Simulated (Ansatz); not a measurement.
# HgTe: an elastic constant from a strain scan

Theory: DFT PBE, scalar-relativistic, plane waves, PAW (Ansatz 0.2.0). Cutoff 420 eV, Γ-centred 14×14×14 k-points, Gaussian smearing of 0.15 eV. Spin–orbit coupling is left out, which can shift energies with elements as heavy as these. No spin polarisation. Energies are free energies at this smearing, counted from the undisturbed cell; pressure is positive in compression.

Reference structure (as given, not relaxed at this level; it stands at -0.3 GPa; this rock-salt form isn't the usual structure):

```yaml
crystal:
  lattice:
    - [0.00000, 3.07712, 3.07712]
    - [3.07712, 0.00000, 3.07712]
    - [3.07712, 3.07712, 0.00000]
  atoms:
    - { symbol: Hg, position: [0.00000, 0.00000, 0.00000] }
    - { symbol: Te, position: [0.50000, 0.50000, 0.50000] }
```

The cell is strained by ε times the Voigt pattern (0, 1, 0, 0, 0, 0) (xx, yy, zz, yz, xz, xy; engineering shear) with fractional coordinates fixed. The cell holds 2 atoms in V0 = 58.27 Å³. The stress column is τ = (1/V0) dE/dε, got from the stress tensor σ (compression positive) at each point as −det(1 + εP) σ : P(1 + εP)⁻¹, with P the pattern as a tensor.

```
      ε  ΔE (meV/atom)  τ (GPa)
-0.0400              ?        ?
-0.0200          2.067   -1.478
 0.0000          0.000    0.255
 0.0100          1.091    0.925
 0.0300          6.368    1.900
```

Problem. Which combination of elastic constants does this scan measure, and how large is it?

Solution. For small ε, τ = τ0 + Kε with K = pᵀCp, which for this pattern is C11 in the cubic axes. The parabola through τ at ε = -0.0200, 0 and 0.0100 has slope K = 74 GPa at zero. The energies per cell, E = NΔE, of the same two points give K = 2[E(ε₊)/ε₊ − E(ε₋)/ε₋]/[(ε₊ − ε₋)V0] = 78 GPa, in agreement.

Problem. Predict the withheld row at ε = -0.0400 from the harmonic law, and compare.

Solution. ΔE = V0(τ0 ε + Kε²/2)/N = 8.854 meV/atom and τ = -2.69 GPa. The calculation gives 11.442 meV/atom and -3.78 GPa: the energy lies 29 % above the harmonic value, as bonds stiffen under compression.

In a metal these slopes depend on the k mesh and the smearing.